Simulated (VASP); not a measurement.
A run of VASP 6.6.1 is set up as follows.

Contents of INCAR:

```
ALGO = Normal ; EDIFF = 1E-6
ENCUT = 520 ; GGA = PE
ISIF = 2 ; ISMEAR = 0
IVDW = 12 ; KPAR = 2
LASPH = T ; LCHARG = T
LREAL = F ; LVHAR = T
LWAVE = F ; NELM = 60
PREC = Accurate ; SIGMA = 0.02
```

File KPOINTS:

```
k-points
0
Gamma
  8 8 6
```

POSCAR

```
La2O3                                   
1.0
    3.9177292740     -0.0000000000     -0.0000000000
   -1.9588646370      3.3928530736     -0.0000000000
   -0.0000000000      0.0000000000      6.0935002493
  La              O             
     2     3
Direct
     0.3333333300000021    0.6666666699999979    0.2456382740796130
     0.6666666699999979    0.3333333300000021    0.7543617259203869
     0.0000000000000000    0.0000000000000000    0.0000000000000000
     0.3333333300000021    0.6666666699999979    0.6461841253855782
     0.6666666699999979    0.3333333300000021    0.3538158746144218
```

Potentials or basis: VASP PAW PBE potentials, release 64 (La, O).

Command:

```bash
$ cat potpaw_PBE.64/La/POTCAR potpaw_PBE.64/O/POTCAR > POTCAR
$ mpirun -np 2 vasp_std > vasp.out
```

Problem. Estimate the dispersion energy per atom.

Solution. -0.261 eV.

Problem. Estimate the pressure.

Solution. 0.2 GPa.

Stress tensor (GPa, compression positive):
```
0.18 0.00 0.00
0.00 0.18 0.00
0.00 0.00 0.11
```
